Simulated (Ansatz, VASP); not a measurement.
Two plane-wave programs on PbS

```
Pb S
1.0
     3.65366    0.00000    0.00000
     0.00000    3.65366    0.00000
     0.00000    0.00000    3.65366
Pb S
1 1
Direct
  0.00000 0.00000 0.00000
  0.50000 0.50000 0.60264
```

Change from the starting cell: all S atoms moved +0.375 Å, as atom 2 along Cartesian [0 0 1].

Alike in both runs: task single point; functional LDA; k mesh 14 × 14 × 14; occupations gaussian, width 0.15 eV; no spin polarisation.

```csv
,VASP,Ansatz
version,VASP 6.6.1,Ansatz 0.2.0
potentials or method,"VASP PAW LDA potentials, release 64 (Pb_d, S)","scalar-relativistic, plane waves, PAW"
plane-wave cutoff (eV),520,420
valence electrons in the cell,20,20
```

VASP gave:

```
gap on the k mesh at the Fermi level (eV)       : none
pressure (GPa)                                  : -3.5
largest component of the traceless stress (GPa) : 1.24
rms of the force components (eV/Å)              : 0.127
```

**Question.** Which values does Ansatz return?

**Answer.** gap on the k mesh at the Fermi level (eV): none; pressure (GPa): -3.5; largest component of the traceless stress (GPa): 1.26; rms of the force components (eV/Å): 0.129.

Atom by atom the forces differ by 0.002 eV/Å (rms over components). A gap of «none» marks a metal or a gap that the smearing closes.

Spin-orbit coupling is left out, which matters for the levels of Pb.
